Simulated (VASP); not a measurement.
# BN (P6_3/mmc) in VASP: dielectric tensor with PBE+D3(BJ)

Aim: the dielectric tensor of BN with PBE+D3(BJ).

Everything below comes from runs of VASP 6.6.1. Logs are shortened: lines on timing, memory, paths and dates and some standing lists are left out, and cuts for length are marked.

**1. The structure**

The structure is hexagonal, space group P6_3/mmc (No. 194). Conventional cell: a = 2.498 Å, b = 2.498 Å, c = 6.636 Å, α = 90.00°, β = 90.00°, γ = 120.00°. B (site symmetry -6m2) has 3 N at 1.44 Å as nearest neighbours. Around N (site symmetry -6m2) lie 3 B at 1.44 Å.

**2. Dielectric tensor, PBE+D3(BJ)**

Input file INCAR:

```
SYSTEM = BN
ALGO     = Fast           ! electronic algorithm
EDIFF    = 1E-7           ! SCF threshold, eV
ENCUT    = 520            ! plane-wave cutoff, eV
GGA      = PE             ! functional
ISIF     = 2              ! what is computed and relaxed
ISMEAR   = 0              ! smearing method
IVDW     = 12             ! dispersion correction
KPAR     = 4            
LASPH    = .TRUE.         ! aspherical terms in the spheres
LCHARG   = .FALSE.        ! write CHGCAR
LEPSILON = .TRUE.         ! dielectric tensor by DFPT
LREAL    = .FALSE.        ! projectors in reciprocal space
LWAVE    = .FALSE.        ! write WAVECAR
NELM     = 100            ! most SCF steps
PREC     = Accurate       ! precision mode
SIGMA    = 0.02           ! smearing width, eV
```

Input file KPOINTS:

```
k-points
0
G
  15 15 6
  0 0 0
```

Input file POSCAR:

```
BN
1.0
    2.4982400000      0.0000000000      0.0000000000
   -1.2491200000      2.1635393000      0.0000000000
    0.0000000000      0.0000000000      6.6357000000
B N
2 2
Direct
    0.3333333300      0.6666666700      0.2500000000
    0.6666666700      0.3333333300      0.7500000000
    0.3333333300      0.6666666700      0.7500000000
    0.6666666700      0.3333333300      0.2500000000
```

Potentials or basis: VASP PAW PBE potentials, release 64 (B, N).

On the command line:

```console
> cat potpaw_PBE.64/B/POTCAR potpaw_PBE.64/N/POTCAR > POTCAR
> mpirun -np 4 vasp_std > vasp.out
```

OUTCAR:

```text
SYSTEM = BN
   EDIFF = 1E-7
   ENCUT = 520
   GGA = PE
   ISIF = 2
   ISMEAR = 0
   IVDW = 12
   LASPH = .TRUE.
   LEPSILON = .TRUE.
   LREAL = .FALSE.
   NELM = 100
   PREC = Accurate
 IVDW          = 12

 ion  position               nearest neighbor table
   1  0.333  0.667  0.250-   4 1.44   4 1.44   4 1.44
   2  0.667  0.333  0.750-   3 1.44   3 1.44   3 1.44
   3  0.333  0.667  0.750-   2 1.44   2 1.44   2 1.44
   4  0.667  0.333  0.250-   1 1.44   1 1.44   1 1.44

  LATTYP: Found a hexagonal cell.
 ALAT       =     2.4982400000
 C/A-ratio  =     2.6561499296

  Lattice vectors:

 A1 = (   2.4982400000,   0.0000000000,   0.0000000000)
 A2 = (  -1.2491200000,   2.1635393000,   0.0000000000)
 A3 = (   0.0000000000,   0.0000000000,   6.6357000000)

Analysis of symmetry for initial positions (statically):
=====================================================================
 Subroutine PRICEL returns:
 Original cell was already a primitive cell.

 Routine SETGRP: Setting up the symmetry group for a
 hexagonal supercell.

 Subroutine GETGRP returns: Found 24 space group operations
 (whereof 12 operations were pure point group operations)
 out of a pool of 24 trial point group operations.

The static configuration has the point symmetry D_3d.
 The point group associated with its full space group is D_6h.

Analysis of symmetry for dynamics (positions and initial velocities):
=====================================================================
 Subroutine PRICEL returns:
 Original cell was already a primitive cell.

 Routine SETGRP: Setting up the symmetry group for a
 hexagonal supercell.

 Subroutine GETGRP returns: Found 24 space group operations
 (whereof 12 operations were pure point group operations)
 out of a pool of 24 trial point group operations.

The dynamic configuration has the point symmetry D_3d.
 The point group associated with its full space group is D_6h.

 Subroutine INISYM returns: Found 24 space group operations
 (whereof 12 operations are pure point group operations),
 and found     1 'primitive' translations

----------------------------------------------------------------------------------------

                                     Primitive cell
[... 527 lines left out ...]
     -0.00000      1.44236      1.65892        -0.000000      0.000000      0.000000
      1.24912      0.72118      4.97677         0.000000     -0.000000      0.000000
     -0.00000      1.44236      4.97677        -0.000000      0.000000      0.000000
      1.24912      0.72118      1.65892         0.000000     -0.000000      0.000000
 -----------------------------------------------------------------------------------
    total drift:                               -0.000002      0.000001      0.000000

  FREE ENERGIE OF THE ION-ELECTRON SYSTEM (eV)
  ---------------------------------------------------
  free  energy   TOTEN  =       -35.7145976585 eV

  energy  without entropy=      -35.7145976585  energy(sigma->0) =      -35.71459766

 HEAD OF MICROSCOPIC STATIC DIELECTRIC TENSOR (INDEPENDENT PARTICLE, excluding Hartree and local field effects)
 ------------------------------------------------------
           4.834470     0.000000     0.000000
           0.000000     4.834470    -0.000000
           0.000000    -0.000000     3.012686
 ------------------------------------------------------

 Free energy of the ion-electron system (eV)
  ---------------------------------------------------
  ---------------------------------------------------
  free energy    TOTEN  =        -0.39631181 eV

  energy without entropy =       -0.39631181

------------------------ aborting loop because EDIFF is reached ----------------------------------------

 Edisp (eV)   -0.56768

 E8    (eV) :    -0.1663
[... 7 lines left out ...]
 E8    (eV) :    -0.1663

--------------------------------------- Ionic step        3  -------------------------------------------

 Free energy of the ion-electron system (eV)
  ---------------------------------------------------
  ---------------------------------------------------
  free energy    TOTEN  =        -0.18680484 eV

  energy without entropy =       -0.18680484

------------------------ aborting loop because EDIFF is reached ----------------------------------------

 Edisp (eV)   -0.56768

 E8    (eV) :    -0.1663

 PIEZOELECTRIC TENSOR FIELD DIRECTION 3  (e Angst)
 -----------------------------------------------------------------------------
    -0.00030  0.00000  0.00000           ( -0.00000  0.00000  0.00000)
     0.00000 -0.00030  0.00000           (  0.00000 -0.00000  0.00000)
     0.00000  0.00000  0.00025           (  0.00000  0.00000 -0.00001)

 PIEZOELECTRIC TENSOR FIELD DIRECTION 3  (C/m^2)
 -----------------------------------------------------------------------------
    -0.00013  0.00000  0.00000
     0.00000 -0.00013  0.00000
     0.00000  0.00000  0.00011

 MACROSCOPIC STATIC DIELECTRIC TENSOR (including local field effects in DFT)
 ------------------------------------------------------
           4.745779     0.000000     0.000000
           0.000000     4.745779    -0.000000
           0.000000    -0.000000     2.689696
 ------------------------------------------------------

 PIEZOELECTRIC TENSOR (including local field effects)  for field in x, y, z        (e  Angst)
          XX          YY          ZZ          XY          YZ          ZX
  --------------------------------------------------------------------------------
  x     0.00000     0.00000     0.00000     0.00000     0.00000     0.00000
  y     0.00000     0.00000     0.00000     0.00000     0.00000     0.00000
  z     0.00000     0.00000     0.00000     0.00000     0.00000     0.00000

 PIEZOELECTRIC TENSOR (including local field effects)  for field in x, y, z        (C/m^2)
          XX          YY          ZZ          XY          YZ          ZX
  --------------------------------------------------------------------------------
  x     0.00000     0.00000     0.00000     0.00000     0.00000     0.00000
  y     0.00000     0.00000     0.00000     0.00000     0.00000     0.00000
  z     0.00000     0.00000     0.00000     0.00000     0.00000     0.00000

 BORN EFFECTIVE CHARGES (including local field effects) (in |e|, cummulative output)
 ---------------------------------------------------------------------------------
 ion    1
    1     2.70850     0.00000     0.00000
    2     0.00000     2.70850     0.00000
    3     0.00000     0.00000     0.74611
 ion    2
    1     2.70850     0.00000     0.00000
    2     0.00000     2.70850     0.00000
    3     0.00000     0.00000     0.74611
 ion    3
    1    -2.70850     0.00000     0.00000
    2     0.00000    -2.70850     0.00000
    3     0.00000    -0.00000    -0.74611
 ion    4
    1    -2.70850     0.00000     0.00000
    2     0.00000    -2.70850     0.00000
    3     0.00000    -0.00000    -0.74611
```

Wall time 85 s (4 MPI ranks of Intel Xeon Platinum 8488C (Sapphire Rapids), shared host); peak memory 0.4 GiB.

What came out:

* Band gap on the k mesh: 4.30 eV, indirect (least direct gap 4.66 eV)
* Electronic dielectric tensor (diagonal): 4.75, 4.75, 2.69
* Born charges (mean of the diagonal): B +2.05; N -2.05 e
* Dispersion energy per atom: -0.142 eV

Electronic dielectric tensor:
```
4.75 0.00 0.00
0.00 4.75 0.00
0.00 0.00 2.69
```

Born effective charge tensors (e):
atom 1, B
```
2.71 0.00 0.00
0.00 2.71 0.00
0.00 0.00 0.75
```
atom 2, B
```
2.71 0.00 0.00
0.00 2.71 0.00
0.00 0.00 0.75
```
atom 3, N
```
-2.71  0.00  0.00
 0.00 -2.71  0.00
 0.00  0.00 -0.75
```
atom 4, N
```
-2.71  0.00  0.00
 0.00 -2.71  0.00
 0.00  0.00 -0.75
```

Caveat: an odd mesh through Γ misses points on the zone boundary, where band edges often lie. A hybrid or GW would open this gap; PBE tends to underestimate it.
